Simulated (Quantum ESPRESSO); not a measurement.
# CdS (Greenockite) (P1) in Quantum ESPRESSO: further runs

Aim: see how the results for CdS (Greenockite) move with the level of theory and the settings. Levels: AM05, PBE. Tasks: Berry-phase polarisation, energy-loss spectrum.

Everything below comes from runs of Quantum ESPRESSO 7.5. Logs are shortened: lines on timing, memory, paths and dates and some standing lists are left out, and cuts for length are marked.

### Step 1. The cell of the first run

The typed cell holds 4 atoms: a = 4.150 Å, b = 4.150 Å, c = 6.737 Å, α = 90.00°, β = 90.00°, γ = 120.00°.

### Step 2. Berry-phase polarisation, AM05 (atoms moved at random, drawn with an rms of 0.02 Å)

pw.in

```
&CONTROL
  calculation = 'scf'
  prefix = 'pwscf'
  outdir = './tmp'
  pseudo_dir = './pseudo'
  tprnfor = .true.
  tstress = .true.
  disk_io = 'low'
/
&SYSTEM
  ibrav = 0
  celldm(1) = 8
  nat = 4
  ntyp = 2
  ecutwfc = 60
  ecutrho = 480
  nbnd = 26
  input_dft = 'XC-000I-000I-120L-135L-000I-000I'
  occupations = 'smearing'
  smearing = 'fd'
  degauss = 0.00367493
/
&ELECTRONS
  conv_thr = 8d-10
  electron_maxstep = 120
  mixing_beta = 0.5
/
ATOMIC_SPECIES
Cd   112.4140 Cd.pbe-dn-rrkjus_psl.0.3.1.UPF
S     32.0600 s_pbe_v1.4.uspp.F.UPF
CELL_PARAMETERS alat
  0.9802954271496   0.0000000000000   0.0000000000000
 -0.4901477135748   0.8489607431240   0.0000000000000
  0.0000000000000   0.0000000000000   1.5913856127005
ATOMIC_POSITIONS crystal
Cd     0.6663680000    0.3293650000    0.4992170000
Cd     0.3415250000    0.6760710000    0.0033430000
S      0.6657060000    0.3337280000    0.8755720000
S      0.3359520000    0.6688020000    0.3759430000
K_POINTS automatic
5 5 3 0 0 0
```

scf2.in

```
&CONTROL
  calculation = 'scf'
  prefix = 'pwscf'
  outdir = './tmp'
  pseudo_dir = './pseudo'
  tprnfor = .true.
  tstress = .true.
  disk_io = 'low'
/
&SYSTEM
  ibrav = 0
  celldm(1) = 8
  nat = 4
  ntyp = 2
  ecutwfc = 60
  ecutrho = 480
  nbnd = 26
  input_dft = 'XC-000I-000I-120L-135L-000I-000I'
  occupations = 'fixed'
/
&ELECTRONS
  conv_thr = 1d-11
  electron_maxstep = 120
  mixing_beta = 0.5
  startingpot = 'file'
  startingwfc = 'file'
/
ATOMIC_SPECIES
Cd   112.4140 Cd.pbe-dn-rrkjus_psl.0.3.1.UPF
S     32.0600 s_pbe_v1.4.uspp.F.UPF
CELL_PARAMETERS alat
  0.9802954271496   0.0000000000000   0.0000000000000
 -0.4901477135748   0.8489607431240   0.0000000000000
  0.0000000000000   0.0000000000000   1.5913856127005
ATOMIC_POSITIONS crystal
Cd     0.6663680000    0.3293650000    0.4992170000
Cd     0.3415250000    0.6760710000    0.0033430000
S      0.6657060000    0.3337280000    0.8755720000
S      0.3359520000    0.6688020000    0.3759430000
K_POINTS automatic
5 5 3 0 0 0
```

berry1.in

```
&CONTROL
  calculation = 'nscf'
  prefix = 'pwscf'
  outdir = './tmp'
  pseudo_dir = './pseudo'
  disk_io = 'low'
  lberry = .true.
  gdir = 1
  nppstr = 10
/
&SYSTEM
  ibrav = 0
  celldm(1) = 8
  nat = 4
  ntyp = 2
  ecutwfc = 60
  ecutrho = 480
  input_dft = 'XC-000I-000I-120L-135L-000I-000I'
  occupations = 'fixed'
  nosym = .true.
/
&ELECTRONS
  conv_thr = 1d-09
  electron_maxstep = 120
  mixing_beta = 0.5
  diago_david_ndim = 4
  startingwfc = 'random'
/
ATOMIC_SPECIES
Cd   112.4140 Cd.pbe-dn-rrkjus_psl.0.3.1.UPF
S     32.0600 s_pbe_v1.4.uspp.F.UPF
CELL_PARAMETERS alat
  0.9802954271496   0.0000000000000   0.0000000000000
 -0.4901477135748   0.8489607431240   0.0000000000000
  0.0000000000000   0.0000000000000   1.5913856127005
ATOMIC_POSITIONS crystal
Cd     0.6663680000    0.3293650000    0.4992170000
Cd     0.3415250000    0.6760710000    0.0033430000
S      0.6657060000    0.3337280000    0.8755720000
S      0.3359520000    0.6688020000    0.3759430000
K_POINTS automatic
10 5 3 0 0 0
```

berry2.in

```
&CONTROL
  calculation = 'nscf'
  prefix = 'pwscf'
  outdir = './tmp'
  pseudo_dir = './pseudo'
  disk_io = 'low'
  lberry = .true.
  gdir = 2
  nppstr = 10
/
&SYSTEM
  ibrav = 0
  celldm(1) = 8
  nat = 4
  ntyp = 2
  ecutwfc = 60
  ecutrho = 480
  input_dft = 'XC-000I-000I-120L-135L-000I-000I'
  occupations = 'fixed'
  nosym = .true.
/
&ELECTRONS
  conv_thr = 1d-09
  electron_maxstep = 120
  mixing_beta = 0.5
  diago_david_ndim = 4
  startingwfc = 'random'
/
ATOMIC_SPECIES
Cd   112.4140 Cd.pbe-dn-rrkjus_psl.0.3.1.UPF
S     32.0600 s_pbe_v1.4.uspp.F.UPF
CELL_PARAMETERS alat
  0.9802954271496   0.0000000000000   0.0000000000000
 -0.4901477135748   0.8489607431240   0.0000000000000
  0.0000000000000   0.0000000000000   1.5913856127005
ATOMIC_POSITIONS crystal
Cd     0.6663680000    0.3293650000    0.4992170000
Cd     0.3415250000    0.6760710000    0.0033430000
S      0.6657060000    0.3337280000    0.8755720000
S      0.3359520000    0.6688020000    0.3759430000
K_POINTS automatic
5 10 3 0 0 0
```

berry3.in

```
&CONTROL
  calculation = 'nscf'
  prefix = 'pwscf'
  outdir = './tmp'
  pseudo_dir = './pseudo'
  disk_io = 'low'
  lberry = .true.
  gdir = 3
  nppstr = 8
/
&SYSTEM
  ibrav = 0
  celldm(1) = 8
  nat = 4
  ntyp = 2
  ecutwfc = 60
  ecutrho = 480
  input_dft = 'XC-000I-000I-120L-135L-000I-000I'
  occupations = 'fixed'
  nosym = .true.
/
&ELECTRONS
  conv_thr = 1d-09
  electron_maxstep = 120
  mixing_beta = 0.5
  diago_david_ndim = 4
  startingwfc = 'random'
/
ATOMIC_SPECIES
Cd   112.4140 Cd.pbe-dn-rrkjus_psl.0.3.1.UPF
S     32.0600 s_pbe_v1.4.uspp.F.UPF
CELL_PARAMETERS alat
  0.9802954271496   0.0000000000000   0.0000000000000
 -0.4901477135748   0.8489607431240   0.0000000000000
  0.0000000000000   0.0000000000000   1.5913856127005
ATOMIC_POSITIONS crystal
Cd     0.6663680000    0.3293650000    0.4992170000
Cd     0.3415250000    0.6760710000    0.0033430000
S      0.6657060000    0.3337280000    0.8755720000
S      0.3359520000    0.6688020000    0.3759430000
K_POINTS automatic
5 5 8 0 0 0
```

Potentials or basis: SSSP 1.3 efficiency PBE.

Started as:

```sh
$ OMP_NUM_THREADS=1 pw.x -in pw.in > pw.out
$ OMP_NUM_THREADS=1 pw.x -in scf2.in > scf2.out
$ OMP_NUM_THREADS=1 pw.x -in berry1.in > berry1.out
$ OMP_NUM_THREADS=1 pw.x -in berry2.in > berry2.out
$ OMP_NUM_THREADS=1 pw.x -in berry3.in > berry3.out
```

pw.out:

```text
This program is part of the open-source Quantum ESPRESSO suite
     for quantum simulation of materials; please cite
         "P. Giannozzi et al., J. Phys.:Condens. Matter 21 395502 (2009);
         "P. Giannozzi et al., J. Phys.:Condens. Matter 29 465901 (2017);
         "P. Giannozzi et al., J. Chem. Phys. 152 154105 (2020);
     in publications or presentations arising from this work. More details at

     file Cd.pbe-dn-rrkjus_psl.0.3.1.UPF: wavefunction(s)  4D renormalized

     IMPORTANT: XC functional enforced from input :
     Exchange-correlation= XC-000I-000I-120L-135L-000I-000I
                           (   0   0 120 135   0   0   0)
     Any further DFT definition will be discarded
     Please, verify this is what you really want

     G-vector sticks info
     --------------------
     sticks:   dense  smooth     PW     G-vecs:    dense   smooth      PW
     Sum        2053    1027    295               120497    42477    6435

     Using Slab Decomposition

     bravais-lattice index     =            0
     lattice parameter (alat)  =       8.0000  a.u.
     unit-cell volume          =     678.0941 (a.u.)^3
     number of atoms/cell      =            4
     number of atomic types    =            2
     number of electrons       =        36.00
     number of Kohn-Sham states=           26
     kinetic-energy cutoff     =      60.0000  Ry
     charge density cutoff     =     480.0000  Ry
     scf convergence threshold =      8.0E-10
     mixing beta               =       0.5000
     number of iterations used =            8  plain     mixing
     Exchange-correlation= XC-000I-000I-120L-135L-000I-000I
                           (   0   0 120 135   0   0   0)

     celldm(1)=   8.000000  celldm(2)=   0.000000  celldm(3)=   0.000000
     celldm(4)=   0.000000  celldm(5)=   0.000000  celldm(6)=   0.000000

     crystal axes: (cart. coord. in units of alat)
               a(1) = (   0.980295   0.000000   0.000000 )
               a(2) = (  -0.490148   0.848961   0.000000 )
               a(3) = (   0.000000   0.000000   1.591386 )

     reciprocal axes: (cart. coord. in units 2 pi/alat)
               b(1) = (  1.020101  0.588955 -0.000000 )
               b(2) = (  0.000000  1.177911  0.000000 )
               b(3) = (  0.000000 -0.000000  0.628383 )

     PseudoPot. # 1 for Cd read from file:
     Cd.pbe-dn-rrkjus_psl.0.3.1.UPF
     Pseudo is Ultrasoft + core correction, Zval = 12.0
     Generated using "atomic" code by A. Dal Corso  v.5.0.99 svn rev. 10869
     Using radial grid of 1239 points,  6 beta functions with:
                l(1) =   0
                l(2) =   0
                l(3) =   1
                l(4) =   1
                l(5) =   2
                l(6) =   2
     Q(r) pseudized with 0 coefficients

     PseudoPot. # 2 for S  read from file:
     s_pbe_v1.4.uspp.F.UPF
     Pseudo is Ultrasoft + core correction, Zval =  6.0
     Generated by new atomic code, or converted to UPF format
[... 31 lines left out ...]
        k(    6) = (   0.0000000   0.4711643   0.2094611), wk =   0.0533333
[... 30 lines left out ...]
        k(   37) = (  -0.6120604  -0.1177911   0.2094611), wk =   0.0533333
        k(   38) = (   0.4080403  -0.4711643   0.2094611), wk =   0.0533333

     Dense  grid:   120497 G-vectors     FFT dimensions: (  60,  60,  90)

     Smooth grid:    42477 G-vectors     FFT dimensions: (  40,  40,  64)

     WARNING: libxc functional with ID  120 depends
      on external parameters: check the user_guide of
      QE if you need to modify them or to check their
      default values.

     WARNING: libxc functional with ID  135 depends
      on external parameters: check the user_guide of
      QE if you need to modify them or to check their
      default values.

     Initial potential from superposition of free atoms

     starting charge      35.9902, renormalised to      36.0000
     Starting wfcs are   26 randomized atomic wfcs

     Self-consistent Calculation

     iteration #  1     ecut=    60.00 Ry     beta= 0.50
     Davidson diagonalization with overlap
     ethr =  1.00E-02,  avg # of iterations =  5.4

     Threshold (ethr) on eigenvalues was too large:
     Diagonalizing with lowered threshold

     Davidson diagonalization with overlap
     ethr =  3.63E-04,  avg # of iterations =  2.6

     total energy              =    -291.46634021 Ry
     estimated scf accuracy    <       0.13132771 Ry
[... 5 lines left out ...]
     total energy              =    -291.49039343 Ry
     estimated scf accuracy    <       0.00660571 Ry

     iteration #  3     ecut=    60.00 Ry     beta= 0.50
     Davidson diagonalization with overlap
     c_bands:  1 eigenvalues not converged
     c_bands:  1 eigenvalues not converged
     ethr =  1.83E-05,  avg # of iterations =  6.9

     total energy              =    -291.49125036 Ry
     estimated scf accuracy    <       0.00144789 Ry

     iteration #  4     ecut=    60.00 Ry     beta= 0.50
     Davidson diagonalization with overlap
     ethr =  4.02E-06,  avg # of iterations =  3.4
[... 39 lines left out ...]
     iteration # 10     ecut=    60.00 Ry     beta= 0.50
     Davidson diagonalization with overlap
     ethr =  1.20E-10,  avg # of iterations =  3.2

     End of self-consistent calculation

          k = 0.0000 0.0000 0.0000 (  5299 PWs)   bands (ev):

    -7.1030  -6.6541  -2.3768  -2.3728  -2.3433  -2.2601  -2.2391  -1.9431
    -1.9376  -1.8436  -1.8395  -1.5107   0.8377   4.4309   4.5075   5.2056
     5.2456   5.2594   6.3687   7.9567  11.5777  11.6509  11.9415  12.6763
    12.7832  12.9375
[... 178 lines left out ...]
    -6.7368  -6.5795  -2.2441  -2.2325  -2.1705  -2.1341  -2.0257  -1.9959
    -1.8908  -1.8762  -1.7558  -1.5192   1.5212   2.0416   3.3625   3.4095
     4.0090   4.3631   9.0327   9.7958  10.7253  10.8932  12.0051  12.0420
    13.0152  13.7682

          k =-0.2040 0.3534-0.2095 (  5320 PWs)   bands (ev):

    -6.7366  -6.5778  -2.2466  -2.2263  -2.1681  -2.1241  -2.0288  -1.9938
    -1.8915  -1.8759  -1.7584  -1.5218   1.4966   2.0292   3.3567   3.4193
     4.0210   4.3635   9.0235   9.8034  10.7220  10.8962  11.9868  12.0634
    13.0466  13.7750

          k = 0.2040-0.3534-0.2095 (  5320 PWs)   bands (ev):

    -6.7367  -6.5777  -2.2472  -2.2225  -2.1733  -2.1236  -2.0260  -1.9949
    -1.8914  -1.8764  -1.7577  -1.5224   1.4960   2.0301   3.3558   3.4214
     4.0194   4.3636   9.0245   9.8025  10.7220  10.8971  11.9776  12.0726
    13.0448  13.7756
[... 59 lines left out ...]
    -6.6421  -6.5237  -2.2319  -2.2027  -2.1562  -2.0904  -1.9787  -1.9435
    -1.8981  -1.8594  -1.4463  -1.3786   1.1470   1.3641   2.8095   3.4968
     3.7031   4.1341   9.1979   9.7776  10.9153  10.9600  11.6914  12.6077
    13.8383  14.2772

     the Fermi energy is     5.8338 ev

!    total energy              =    -291.49148574 Ry
     estimated scf accuracy    <          7.4E-10 Ry
     smearing contrib. (-TS)   =      -0.00000005 Ry
     internal energy E=F+TS    =    -291.49148569 Ry

     The total energy is F=E-TS. E is the sum of the following terms:
     one-electron contribution =     -97.53166207 Ry
     hartree contribution      =      77.06292060 Ry
     xc contribution           =    -101.27426390 Ry
     ewald contribution        =    -169.74848031 Ry

     convergence has been achieved in  10 iterations

     Forces acting on atoms (cartesian axes, Ry/au):

     atom    1 type  1   force =    -0.00018006    0.00401821    0.00125360
     atom    2 type  1   force =    -0.00296054   -0.00563351   -0.00723292
     atom    3 type  2   force =     0.00323295    0.00584437    0.00201770
     atom    4 type  2   force =    -0.00009235   -0.00422906    0.00396162

     Total force =     0.013886     Total SCF correction =     0.000028

     Computing stress (Cartesian axis) and pressure

          total   stress  (Ry/bohr**3)                   (kbar)     P=       -2.15
  -0.00005775  -0.00000994  -0.00000650           -8.50       -1.46       -0.96
  -0.00000994  -0.00000035  -0.00000397           -1.46       -0.05       -0.58
  -0.00000650  -0.00000397   0.00001435           -0.96       -0.58        2.11

=------------------------------------------------------------------------------=
   JOB DONE.
=------------------------------------------------------------------------------=
```

It took 7.6 min on 1 thread of Arm Neoverse V2, shared host; peak memory 0.53 GiB.

Results:

| Item | Value |
| --- | --- |
| Free energy | -3965.9437 eV |
| Pressure | -0.2 GPa |
| Largest force | 0.248 eV/Å |
| Band gap on the k mesh | 1.11 eV, direct |

Forces on the atoms (eV/Å):
```
Cd  -0.005  0.103  0.032
Cd  -0.076 -0.145 -0.186
S    0.083  0.150  0.052
S   -0.002 -0.109  0.102
```

Levels at points of the mesh, in eV from the valence-band top:
```
           k point  band 16  band 17  band 18  band 19  band 20  band 21
(0.00, 0.00, 0.00)    -0.05    -0.01     0.00     1.11     2.70     6.32
```

Berry-phase polarisation along the lattice vectors (C/m²): 0.009, 0.004, 0.538; quanta: 1.323, 1.323, 2.148

Berry phases in units of 2π:
```csv
direction,ionic,electronic,their sum is defined modulo
a1,0.105,-0.091,2
a2,0.080,-0.074,2
a3,-0.460,0.961,2
```

Caveat: the potentials were made for another functional, which shifts forces and pressure.

(Part 1 of 2 ends here.)
